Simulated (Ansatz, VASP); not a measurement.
# WS2 (monolayer WS2) in two plane-wave programs

Aim: how closely do two programs agree when they are given the same cell, functional and k mesh? The structure shown is the start of the Ansatz relaxation below; VASP solves that cell, so the two are compared at the walk's first step.

Method: plane waves, with VASP 6.6.1 beside it; single point at PBEsol, single point at PBE and single point at LDA, in Ansatz 0.2.0.

## Step 1: Set-up

The cell holds 3 atoms: 1 W and 2 S. Its edges and angles: a = 3.153 Å, b = 3.153 Å, c = 20.000 Å, α = 90.0°, β = 90.0°, γ = 120.0°. Vacuum lies along c.

## Step 2: Ansatz: relaxation, PBEsol

Ansatz runs on its default PAW (the set named soft_2) files.

The two programs are compared at the cell with which this relaxation starts, whose forces are those of its first step.

File input.yaml:

```yaml
crystal:
  lattice:
    - [3.153, 0.0, 0.0]
    - [-1.5765, 2.7305780981, 0.0]
    - [0.0, 0.0, 20.0]
  atoms:
    - { symbol: W, position: [0.3333333333, 0.6666666667, 0.5] }
    - { symbol: S, position: [0.6666666667, 0.3333333333, 0.5785] }
    - { symbol: S, position: [0.6666666667, 0.3333333333, 0.4215] }
hamiltonian:
  xc: pbesol
kpoints:
  mp_grid: { grid: [12, 12, 1] }
scf:
  occupations: { method: fermi_dirac, width: 0.02 }
  convergence: { dr2_threshold: 1.0e-09 }
relax:
  cell: { fix: [c, alpha, beta] }
  f_tol: 0.003
  max_steps: 40
```

Launch:

```
$ ansatz run input.yaml --threads 2 --pin off --max-ram 4096MiB --backend cpu --events-out ev --progress --plain --runs-dir out
```

Numbers of over 12 decimals in the logs are rounded to 6 here.

What it wrote:

```text
Warning: relax.cell: scf.convergence.dr2_threshold = 1e-9 eV is looser than the 3e-10 eV advised for a relaxation that steers and ends on the stress (1e-10 eV for each atom of the cell: 3). What an SCF threshold leaves in a stress goes as its square root, and in the free energy as the threshold itself, and one threshold admits the most on a small cell: [figures from the program's tests cut] Set scf.convergence.dr2_threshold to 3e-10 eV or tighter. The threshold is an SCF's pass mark: one that does not reach it within its budget of iterations ends unconverged, or closes short of it on a stop that the run arms, and scf.convergence.dr2_threshold's page says what that costs each kind of run
Engine: ansatz 0.2.0, aarch64-unknown-linux-gnu
Pseudopotentials: kind: paw
Pseudopotential: W, paw, valence charge 14, recommended cutoff 420 eV (normal), W.paw.azcp
Pseudopotential: S, paw, valence charge 6, recommended cutoff 420 eV (normal), S.paw.azcp
Functional definition: PBEsol
  exchange = pbesol_x
  correlation = pbesol_c
Crystal: 3 atoms, lattice volume = 172.190 Å³
Basis set: ecut = 420 eV, 3331 PW (Γ), exchange–correlation on 48×48×270 points (8 copies of the dense FFT grid, shifted against one another)
Bands: 17, of which v1, the nominal top of the filled ones, is band 13 counted from 1 (12 counted from 0)
Symmetry: 12 space group operations
Space group: P-6m2 (ITA 187), of the structure as read, at distance tolerance 5.6e-5 Å
k-points: 19 of 144 (time reversal used)
Non-local potential: W, projectors of the file, l = 0: 3, l = 1: 2, l = 2: 2, l = 3: 1
Non-local potential: S, projectors of the file, l = 0: 2, l = 1: 2, l = 2: 2
PAW form: soft (Blöchl's): semilocal exchange-correlation on the pseudo side does not see the compensation charge
PAW frozen core: W, regenerated for the run's functional, and the local potential with it (the file was generated under x = pbe(κ = 0.804, μ = 0.219515), c = pbe(β = 0.066725))
PAW frozen core: S, regenerated for the run's functional, and the local potential with it (the file was generated under x = pbe(κ = 0.804, μ = 0.219515), c = pbe(β = 0.066725))
PAW one-centre angular grid: W, 590 points (default); XC on 64 Gauss nodes
PAW one-centre angular grid: S, 110 points (default); XC on 64 Gauss nodes
Initial density: superposition of atomic densities (neutral atoms: chi_scale 0, normalization atom), corrected by the library's trained network
Initial wavefunctions: pseudopotential atomic-orbital guess
Functional: x = pbesol(κ = 0.804, μ = 0.123457), c = pbesol(β = 0.046)
SCF iter   1: F=—  HF=-12029.063813 eV  |F-HF|=—  |Δ(HF+E_count)|=         —  Δρ=5.24e-3  dr2=1.13e-1  ethr=1.77e-3  ⟨swp⟩=10.3  Hψ=2421  notcnv=0
preconditioner: auto → none  [insulator: Δε(μ)=1.899 eV  Ē_g=8.744 eV  σ=0.020 eV  W_gap=1.00  n_scr=12 (ndim 8)  ℏωp=12.0 eV  f_vac=0.662  D(μ)=0.00/eV (n_scr^D=0)  ε∞_Penn≈2.9]
SCF iter   2: F=—  HF=-12029.112772 eV  |F-HF|=—  |Δ(HF+E_count)|=   4.90e-2  Δρ=7.69e-3  dr2=3.90e-1  ethr=4.33e-4  ⟨swp⟩=3.5  Hψ=824  notcnv=0  recentre
SCF iter   3: F=—  HF=-12029.050044 eV  |F-HF|=—  |Δ(HF+E_count)|=   6.27e-2  Δρ=1.87e-3  dr2=4.19e-3  ethr=4.33e-4  ⟨swp⟩=3.0  Hψ=599  notcnv=0
SCF iter   4: F=—  HF=-12029.053244 eV  |F-HF|=—  |Δ(HF+E_count)|=   3.20e-3  Δρ=3.58e-4  dr2=9.34e-5  ethr=1.61e-5  ⟨swp⟩=2.1  Hψ=677  notcnv=0
SCF iter   5: F=—  HF=-12029.053429 eV  |F-HF|=—  |Δ(HF+E_count)|=   1.85e-4  Δρ=1.06e-4  dr2=7.39e-6  ethr=3.59e-7  ⟨swp⟩=2.7  Hψ=652  notcnv=0
SCF iter   6: F=—  HF=-12029.053446 eV  |F-HF|=—  |Δ(HF+E_count)|=   1.76e-5  Δρ=1.58e-5  dr2=5.54e-7  ethr=2.84e-8  ⟨swp⟩=2.4  Hψ=595  notcnv=0
SCF iter   7: F=—  HF=-12029.053414 eV  |F-HF|=—  |Δ(HF+E_count)|=   3.28e-5  Δρ=3.44e-6  dr2=1.50e-8  ethr=2.13e-9  ⟨swp⟩=2.3  Hψ=557  notcnv=0
SCF iter   8: F=-12029.053414 eV  HF=-12029.053414 eV  |F-HF|=2.19e-9  |Δ(HF+E_count)|=   1.81e-8  Δρ=4.52e-7  dr2=2.22e-10  ethr=3.85e-12  ⟨swp⟩=4.5  Hψ=1747  notcnv=0
SCF 1 converged in 8 iterations: F = -12029.053414 eV  dr2 = 2.22e-10
  greatest PAW one-centre occupation: 1.000 electrons in one spin orbital (limit 2), on the W atom at site 0 (counted from 0), in its partial waves of l = 0
relax step   1: F+E_penalty+E_count = -12029.05341357 eV  Δ(F+E_penalty+E_count) = +0.000e0 eV  max|allowed force component| = 1.180e-1 eV/Å  Δτ_max = 0.0000 Å  P = -0.341 GPa  Ω = 172.190 Å³  fix = [c, alpha, beta]  reactions: c -0.345 GPa  (8 SCF iters, accepted)
[...]
relax step   2: F+E_penalty+E_count = -12029.05458634 eV  Δ(F+E_penalty+E_count) = -1.173e-3 eV  max|allowed force component| = 3.088e-2 eV/Å  Δτ_max = 0.0038 Å  P = +0.100 GPa  Ω = 171.132 Å³  energy of the carried Pulay correction = +5.214e-5 eV  fix = [c, alpha, beta]  reactions: c +0.091 GPa  (7 SCF iters, accepted)
[...]
relax step   3: F+E_penalty+E_count = -12029.05467607 eV  Δ(F+E_penalty+E_count) = -8.973e-5 eV  max|allowed force component| = 2.054e-3 eV/Å  Δτ_max = 0.0005 Å  P = -0.001 GPa  Ω = 171.415 Å³  energy of the carried Pulay correction = +3.813e-5 eV  fix = [c, alpha, beta]  reactions: c +0.006 GPa  (6 SCF iters, accepted)
[...]
relax step   4: F+E_penalty+E_count = -12029.05463533 eV  Δ(F+E_penalty+E_count) = +4.074e-5 eV  max|allowed force component| = 2.063e-3 eV/Å  Δτ_max = 0.0000 Å  P = -0.001 GPa  Ω = 171.415 Å³  fix = [c, alpha, beta]  reactions: c +0.006 GPa  stress off target by 3.91e-3 GPa on what of the cell is left free  SCF on the basis re-selected at this cell (its energy is not comparable with the rows above)  (5 SCF iters)
basis re-selected at this cell: Δ(F+E_penalty+E_count) = +4.074e-5 eV, ΔP = -0.000 GPa vs the last step (what re-selecting the basis moved, of the pressure what is left beyond the Pulay correction that the steps carried, after the strain that the cell walked since its last selection, with what the two solves' SCF thresholds leave and, on support functions, any second-order correction that the steps lacked; it is no m [...]
SCF converged after 5 iterations
Free energy (F): -12029.054635 eV
Harris-Foulkes:  -12029.054635 eV  (|F-HF|=1.96e-10)
Internal energy: -12029.054635 eV  (E = F + TS)
E sigma→0 (E₀):  -12029.054635 eV
Fermi energy:    0.418721 eV
--- Per-component energies (eV) ---
  E_band       = -488.256705
  E_kinetic    = 666.960560
  E_local      = -16097.399977  (includes V_loc(G=0)·N_el)
  E_nonlocal   = 60.299971
  E_hartree    = 7717.087789
  E_xc         = -458.642532
  E_vxc        = -414.868919  (∫ρ·V_xc dr)
  E_paw        = -9604.534766  (= ΣΔE_a)
  E_vpaw       = -137.422597  (= ΣTr[D̂ρ^β])
  E_aug_tail   = -0.000066  (compensation charges beyond the density's cutoff)
  E_ewald      = 5686.828694
  E_core_change = 0.345691  (= ΣΔE_core)
  E_smearing   = -0.000000  (= −TS)
  E_closure    = 0.000000  (closes the sum)
  Σ components = -12029.054635   (vs F -12029.054635, Δ=0.00e0)
--- Forces (eV/Å), atoms counted from 1 ---
  atom   1  W      0.00000000     0.00000000     0.00000000
  atom   2  S      0.00000000    -0.00000000     0.00206333
  atom   3  S      0.00000000    -0.00000000    -0.00206333
  max |Σ_I F_I| component: 9.25e-18 eV/Å
--- Stress (GPa, compression-positive) ---
       -0.003911      -0.000000       0.000000
        0.000000      -0.003911       0.000000
        0.000000       0.000000       0.005962
  P = ⅓ Tr σ = -0.0006 GPa (-0.006 kbar)
--- Relaxed structure (3 steps of the walk, 3 accepted, 1 SCFs on fresh bases) ---
  F+E_penalty+E_count = -12029.05463533 eV   max|allowed force component| = 2.063e-3 eV/Å   (the final SCF, on the basis selected at the relaxed cell)
  cell:  # Å, volume = 171.4155 Å³
    - [3.145899, 0, 0.0]
    - [-1.572949, 2.724428, 0.0]
    - [0.0, 0.0, 20.0]
  atoms:
    - { symbol: W, position: [0.333333, 0.666667, 0.5] }
    - { symbol: S, position: [0.666667, 0.333333, 0.578333] }
    - { symbol: S, position: [0.666667, 0.333333, 0.421667] }
```

Reading the cycles: dr2 is the Hartree energy of the density residual (eV), the measure of convergence; HF is the Harris–Foulkes estimate of the energy, which meets the free energy F at convergence.

## Step 3: VASP: single point, PBEsol, start cell

The same cell, functional, mesh and smearing now go to VASP, with its own data sets.

Lines of VASP's logs that name or quote its potential files are left out, and so is its time.

File INCAR:

```
SYSTEM = WS2
PREC = Accurate
ENCUT = 520
EDIFF = 1E-06
NELM = 120
ISMEAR = -1
SIGMA = 0.02
LREAL = .FALSE.
ALGO = Normal
GGA = PS
NBANDS = 15
LASPH = .TRUE.
LORBIT = 11
LWAVE = .FALSE.
LCHARG = .FALSE.
ISIF = 2
GGA_COMPAT = .FALSE.
EFERMI = MIDGAP
```

File POSCAR:

```
WS2
1.0
    3.1530000000      0.0000000000      0.0000000000
   -1.5765000000      2.7305780000      0.0000000000
    0.0000000000      0.0000000000     20.0000000000
W S
1 2
Direct
    0.3333332723      0.6666665446      0.5000000000
    0.6666667277      0.3333334554      0.5785000000
    0.6666667277      0.3333334554      0.4215000000
```

File KPOINTS:

```
Automatic mesh
0
Gamma
12 12 1
0 0 0
```

Potentials, in the order of the species: W and S (PBE family, release 64).

Launch:

```
$ mpirun -np 1 vasp_std
```

What it wrote:

```text
[banner, memory and clock lines left out]
running    1 mpi-ranks, on    1 nodes
 distrk:  each k-point on    1 cores,    1 groups
 distr:  one band on    1 cores,    1 groups

 POSCAR found type information on POSCAR W S
 POSCAR found :  2 types and       3 ions
|                                                                             |
|               ----> ADVICE to this user running VASP <----                  |
|                                                                             |
|     You enforced a specific xc type in the INCAR file but a different       |
|     [... a line on the potential file left out ...]
|     I HOPE YOU KNOW WHAT YOU ARE DOING!                                     |
|                                                                             |

 LDA part: xc-table for (Slater+PW92), standard interpolation
 POSCAR, INCAR and KPOINTS ok, starting setup
 FFT: planning ... GRIDC
 FFT: planning ... GRID_SOFT
 FFT: planning ... GRID
 WAVECAR not read
 entering main loop
       N       E                     dE             d eps       ncg     rms          rms(c)
DAV:   1     0.127308217097E+03    0.12731E+03   -0.62755E+03   570   0.896E+02
DAV:   2    -0.125312508494E+02   -0.13984E+03   -0.13024E+03   929   0.186E+02
DAV:   3    -0.264044865974E+02   -0.13873E+02   -0.13745E+02   809   0.666E+01
DAV:   4    -0.266613629766E+02   -0.25688E+00   -0.25630E+00   774   0.110E+01
DAV:   5    -0.266684249494E+02   -0.70620E-02   -0.70581E-02   818   0.172E+00    0.289E+01
DAV:   6    -0.255318013411E+02    0.11366E+01   -0.29791E+00   869   0.124E+01    0.126E+01
DAV:   7    -0.253812436910E+02    0.15056E+00   -0.10516E+00   724   0.805E+00    0.597E+00
DAV:   8    -0.253098070803E+02    0.71437E-01   -0.15253E-01   738   0.339E+00    0.925E-01
DAV:   9    -0.253081791399E+02    0.16279E-02   -0.27634E-02   822   0.115E+00    0.453E-01
DAV:  10    -0.253064088940E+02    0.17702E-02   -0.72514E-03   787   0.604E-01    0.191E-01
DAV:  11    -0.253064033735E+02    0.55205E-05   -0.56433E-04   773   0.195E-01    0.714E-02
DAV:  12    -0.253062485331E+02    0.15484E-03   -0.38239E-04   773   0.120E-01    0.495E-02
DAV:  13    -0.253063075533E+02   -0.59020E-04   -0.54334E-05   731   0.481E-02    0.256E-02
DAV:  14    -0.253066057844E+02   -0.29823E-03   -0.47843E-05   640   0.372E-02    0.297E-02
DAV:  15    -0.253066712748E+02   -0.65490E-04   -0.10335E-05   745   0.184E-02    0.665E-03
DAV:  16    -0.253067317481E+02   -0.60473E-04   -0.48425E-06   654   0.111E-02    0.904E-03
DAV:  17    -0.253067390801E+02   -0.73320E-05   -0.43818E-07   622   0.369E-03    0.168E-03
DAV:  18    -0.253067517868E+02   -0.12707E-04   -0.97003E-07   599   0.348E-03    0.277E-03
DAV:  19    -0.253067540044E+02   -0.22176E-05   -0.25351E-07   664   0.188E-03    0.646E-04
DAV:  20    -0.253067635740E+02   -0.95696E-05   -0.44872E-07   588   0.260E-03    0.120E-03
DAV:  21    -0.253067658136E+02   -0.22396E-05   -0.70558E-08   628   0.120E-03    0.409E-04
DAV:  22    -0.253067676492E+02   -0.18356E-05   -0.53100E-08   509   0.739E-04    0.245E-04
DAV:  23    -0.253067682406E+02   -0.59144E-06   -0.19454E-08   565   0.467E-04
   1 F= -.25306768E+02 E0= -.25306768E+02  d E =-.426624E-22
```

Parts of OUTCAR (step 3):

```text
ion  position               nearest neighbor table
   1  0.333  0.667  0.500-   2 2.40   3 2.40   2 2.40   3 2.40   2 2.40   3 2.40
   2  0.667  0.333  0.578-   1 2.40   1 2.40   1 2.40
   3  0.667  0.333  0.422-   1 2.40   1 2.40   1 2.40

  LATTYP: Found a hexagonal cell.
 ALAT       =     3.1530000000
 C/A-ratio  =     6.3431652395

 Subroutine GETGRP returns: Found 12 space group operations
 (whereof 12 operations were pure point group operations)

The static configuration has the point symmetry D_3h.

 Found     19 irreducible k-points:

   k-points           NKPTS =     19   k-points in BZ     NKDIM =     19   number of bands    NBANDS=     15

   dimension x,y,z NGX =    24 NGY =   24 NGZ =  150
   dimension x,y,z NGXF=    48 NGYF=   48 NGZF=  300

   ENCUT  =  520.0 eV  38.22 Ry    6.18 a.u.   5.86  5.86 37.19*2*pi/ulx,y,z

   NELECT =      18.0000    total number of electrons

 k-points in reciprocal lattice and weights: Automatic mesh
   0.00000000  0.00000000  0.00000000       0.007
   0.08333333  0.00000000  0.00000000       0.042
   0.16666667  0.00000000  0.00000000       0.042
   0.25000000  0.00000000  0.00000000       0.042
   0.33333333  0.00000000  0.00000000       0.042
   0.41666667  0.00000000  0.00000000       0.042
   0.50000000  0.00000000  0.00000000       0.021
   0.08333333  0.08333333  0.00000000       0.042
   0.16666667  0.08333333  0.00000000       0.083
[...]
0.33333333  0.25000000  0.00000000       0.083
   0.33333333  0.33333333  0.00000000       0.014

 average (electrostatic) potential at core
       1 -47.5000       2 -93.6188       3 -93.6188

 E-fermi :  -1.2412

 k-point     1 :       0.0000    0.0000    0.0000
  band No.  band energies     occupation
    ...
      5      -5.0350      2.00000
      6      -4.3705      2.00000
      7      -3.7576      2.00000
      8      -3.7576      2.00000
      9      -2.3375      2.00000
     10       0.7758      0.00000
     11       0.7758      0.00000
     12       0.9381      0.00000
     13       0.9381      0.00000
     14       2.9124      0.00000
    ...

 k-point     2 :       0.0833    0.0000    0.0000
  band No.  band energies     occupation
    ...
      5      -4.9170      2.00000
      6      -4.7551      2.00000
      7      -3.9454      2.00000
      8      -3.5819      2.00000
      9      -2.3874      2.00000
     10       0.6307      0.00000
     11       0.6635      0.00000
     12       0.8290      0.00000
     13       0.9946      0.00000
     14       3.1860      0.00000
    ...

 k-point     3 :       0.1667    0.0000    0.0000
  band No.  band energies     occupation
    ...
      5      -5.4109      2.00000
      6      -4.5913      2.00000
      7      -4.3817      2.00000
      8      -3.5929      2.00000
      9      -2.6330      2.00000
     10       0.1808      0.00000
     11       0.5929      0.00000
     12       0.6652      0.00000
     13       1.4924      0.00000
     14       3.6563      0.00000
    ...

  Total       -0.5246757     -0.5246757     -0.4679472      0.0000000     -0.0000000      0.0000000
  in kB       -4.8819463     -4.8819459     -4.3541049      0.0000000     -0.0000000      0.0000000
  external PRESSURE =      -4.7059990 kB  Pullay stress =       0.0000000 kB

  energy-cutoff  :      520.00
  volume of cell :      172.19
      direct lattice vectors                 reciprocal lattice vectors
     3.153000000  0.000000000  0.000000000     0.317158262  0.183111415  0.000000000
    -1.576500000  2.730578000  0.000000000     0.000000000  0.366222829  0.000000000
     0.000000000  0.000000000 20.000000000     0.000000000  0.000000000  0.050000000

 POSITION                                       TOTAL-FORCE (eV/Angst)
 -----------------------------------------------------------------------------------
      0.00000      1.82039     10.00000         0.000000      0.000000      0.000000
      1.57650      0.91019     11.57000        -0.000000      0.000000     -0.141224
      1.57650      0.91019      8.43000        -0.000000     -0.000000      0.141224
 -----------------------------------------------------------------------------------
    total drift:                               -0.000000     -0.000355      0.000000

  FREE ENERGIE OF THE ION-ELECTRON SYSTEM (eV)
  ---------------------------------------------------
  free  energy   TOTEN  =       -25.3067682406 eV

  energy  without entropy=      -25.3067682406  energy(sigma->0) =      -25.30676824

 total charge
# of ion       s       p       d       tot
------------------------------------------
    1        0.565   0.722   4.299   5.586
    2        1.353   2.346   0.000   3.698
    3        1.353   2.346   0.000   3.698
--------------------------------------------------
tot          3.270   5.414   4.299  12.983

[... 3 further parts left out ...]
```

This run has no spin polarisation, so a moment on W, if there is one, isn't seen. The data set W keeps the semicore shell frozen, which is cheaper and a little less accurate.

## Step 4: Differences

Known differences besides the potentials themselves: the data sets hold 26 valence electrons in Ansatz (on its default PAW (the set named soft_2) files) and 18 in VASP; the cutoff is 420 eV in Ansatz and 520 eV in VASP; Ansatz makes its cores anew for this functional, VASP keeps those of its PBE data sets. Total energies have different zeros and are not compared.

Forces (eV/Å; atoms numbered as in POSCAR):

| atom | Ansatz x, y, z | VASP x, y, z |
| --- | --- | --- |
| W1 | 0.000, 0.000, 0.000 | 0.000, 0.000, 0.000 |
| S2 | 0.000, 0.000, -0.118 | 0.000, 0.000, -0.141 |
| S3 | 0.000, 0.000, 0.118 | 0.000, 0.000, 0.141 |

The forces differ by 11 meV/Å r.m.s., which is 16.4 % of the r.m.s. force of 0.067 eV/Å (both taken over all components). With vacuum in the cell, a pressure given here is an average over mostly empty space and none of the material.

## Step 5: Ansatz: relaxation, PBE

The two programs are compared at the cell with which this relaxation starts, whose forces are those of its first step.

The structure compared here is the start of the Ansatz relaxation; VASP solves that cell, so the two are compared at the walk's first step.

input.yaml, as its differences from that of step 2:

```diff
@@ -10,3 +10,3 @@
 hamiltonian:
-  xc: pbesol
+  xc: pbe
 kpoints:
```

Launch:

```
$ ansatz run input.yaml --threads 2 --pin off --max-ram 4096MiB --backend cpu --events-out ev --progress --plain --runs-dir out
```

What it wrote:

```text
[...]
Crystal: 3 atoms, lattice volume = 172.190 Å³
Basis set: ecut = 420 eV, 3331 PW (Γ), exchange–correlation on 48×48×270 points (8 copies of the dense FFT grid, shifted against one another)
Bands: 17, of which v1, the nominal top of the filled ones, is band 13 counted from 1 (12 counted from 0)
Symmetry: 12 space group operations
[...]
-0.000000       0.000000      -0.001465
  P = ⅓ Tr σ = -0.0006 GPa (-0.006 kbar)
--- Relaxed structure (4 steps of the walk, 4 accepted, 1 SCFs on fresh bases) ---
[...]
cell:  # Å, volume = 175.9663 Å³
    - [3.187384, 0.0, 0.0]
    - [-1.593692, 2.760356, 0.0]
    - [0.0, 0.0, 20.0]
  atoms:
    - { symbol: W, position: [0.333333, 0.666667, 0.5] }
    - { symbol: S, position: [0.666667, 0.333333, 0.578560] }
    - { symbol: S, position: [0.666667, 0.333333, 0.421440] }
[key lines of the parts left out:]
SCF converged after 5 iterations
Free energy (F): -12191.436973 eV
Fermi energy:    0.273571 eV
```

(Part 1 of 2 ends here.)

[Lines on the potential files, build, host, timing and source positions are cut from VASP's logs without a mark.]

[Logs are printed without paths, hosts, clocks, repeated set-up lines and the standing remarks that a program may print on its own settings, such as how far it seeks lower states.]

[Hosts, paths, dates, database ids (printed as entryN), source tags and the programs' standing remarks are cut or masked in the printed files.]
